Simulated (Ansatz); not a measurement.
Set up this calculation in Ansatz 0.2.0, as the native input.

* Task: density of states
* Functional: PBEsol
* Potentials or basis: Ansatz PAW
* Cutoff: 420 eV (not typed: the program's choice for these potentials)
* k mesh: 8 × 8 × 4
* Occupations: fermi-dirac, width 0.05 eV
* Spin: no spin polarisation

The system is TiTe.

```xyz
4
Lattice="3.8420 0.0000 0.0000 -1.9210 3.3273 0.0000 0.0000 0.0000 6.4030" Properties=species:S:1:pos:R:3 pbc="T T T"
Te    1.9210    1.1091    4.8022
Te    0.0000    2.2182    1.6007
Ti    0.0000    0.0000    3.2015
Ti    0.0000    0.0000    0.0000
```

The input as run:

input.yaml

```yaml
crystal:
  lattice:
    - [3.842, 0.0, 0.0]
    - [-1.921, 3.3272696013, 0.0]
    - [0.0, 0.0, 6.403]
  atoms:
    - { symbol: Te, position: [0.6666666667, 0.3333333333, 0.75] }
    - { symbol: Te, position: [0.3333333333, 0.6666666667, 0.25] }
    - { symbol: Ti, position: [0.0, 0.0, 0.5] }
    - { symbol: Ti, position: [0.0, 0.0, 0.0] }
hamiltonian:
  xc: pbesol
  pseudopotentials: { kind: paw }
kpoints:
  mp_grid: { grid: [8, 8, 4] }
scf:
  occupations: { method: fermi_dirac, width: 0.05 }
  n_extra_bands: 10
output:
  forces: true
  stress: true
  eigenvalues: true
  dos: { projected: false, de: 0.05, nscf_kmesh: { grid: [12, 12, 6] } }
```

Potentials or basis: Ansatz PAW.

The run is started by

```sh
$ ansatz run input.yaml --threads 2 --pin off --max-ram 5632MiB --backend cpu --events-out ev --progress --plain --runs-dir out
```

Results of the run:

* Pressure: 3.4 GPa
* Band gap on the k mesh: none (metal or under the smearing width)
* Density of states at the Fermi level: 4.63 states/eV per cell

Caveat: the PAW data sets come from PBE, with cores solved anew for the run's functional, which leaves a small shift of forces and pressure.

Wall time 9.6 s on 2 threads of Intel(R) Xeon(R) Processor @ 2.50GHz (Skylake/Cascade Lake), on a shared host, peak memory 0.43 GiB.
